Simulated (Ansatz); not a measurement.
Set up this calculation in Ansatz 0.2.0, as the native input.

* Task: single point
* Functional: PBE
* Potentials or basis: Ansatz PAW
* Cutoff: 420 eV (not typed: the program's choice for these potentials)
* k mesh: 7 × 7 × 7
* Occupations: fermi-dirac, width 0.05 eV
* Spin: no spin polarisation

HgTe:

```
CELL_PARAMETERS angstrom
0.00000 3.18000 3.18000
3.18000 0.00000 3.18000
3.18000 3.18000 0.00000
ATOMIC_POSITIONS crystal
Hg 0.00000 0.00000 0.00000
Te 0.50000 0.50000 0.50000
```

Measurements of this composition are mostly on another form, of space group No. 216.

These files were run (other wordings do the same):

input.yaml

```yaml
crystal:
  lattice:
    - [0.0, 3.18, 3.18]
    - [3.18, 0.0, 3.18]
    - [3.18, 3.18, 0.0]
  atoms:
    - { symbol: Hg, position: [0.0, 0.0, 0.0] }
    - { symbol: Te, position: [0.5, 0.5, 0.5] }
hamiltonian:
  xc: pbe
  pseudopotentials: { kind: paw }
kpoints:
  mp_grid: { grid: [7, 7, 7] }
scf:
  occupations: { method: fermi_dirac, width: 0.05 }
output:
  forces: true
  stress: true
  eigenvalues: true
```

Potentials or basis: Ansatz PAW.

Command:

```console
$ ansatz run input.yaml --threads 1 --pin off --max-ram 2560MiB --backend cpu --events-out ev --progress --plain --runs-dir out
```

It gave:

| Property | Result |
| --- | --- |
| Pressure | -3.7 GPa |
| Band gap on the k mesh | none (metal or under the smearing width) |

Run time: 1.8 s on 1 thread of Arm Neoverse V1, on a shared host, peak memory 0.32 GiB.
